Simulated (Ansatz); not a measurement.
The system is Cl.

```
Cl
1.0
     3.14500   -2.25000    0.00000
     3.14500    2.25000    0.00000
     0.00000    0.00000    8.21000
Cl
4
Direct
  0.37000 0.63000 0.40000
  0.13000 0.87000 0.90000
  0.63000 0.37000 0.60000
  0.87000 0.13000 0.10000
```

Program: Ansatz 0.2.0. Alike in all runs: task band structure; no spin polarisation; cell as given; k mesh 7 × 7 × 4; smearing fermi-dirac 0.05 eV; basis error allowed 0.002 eV/atom.

Order these runs on this cell by their pressure, lowest first.
A. level PBEsol; potentials or basis all-electron LAPW, non-relativistic; cutoff (eV) 282
B. level LDA; potentials or basis all-electron LAPW, scalar-relativistic; cutoff (eV) 283
C. level PBE; potentials or basis all-electron LAPW, scalar-relativistic; cutoff (eV) 282

B (-2.4 GPa), A (-0.9 GPa), C (0.7 GPa).

Not every run made on this cell is shown here.
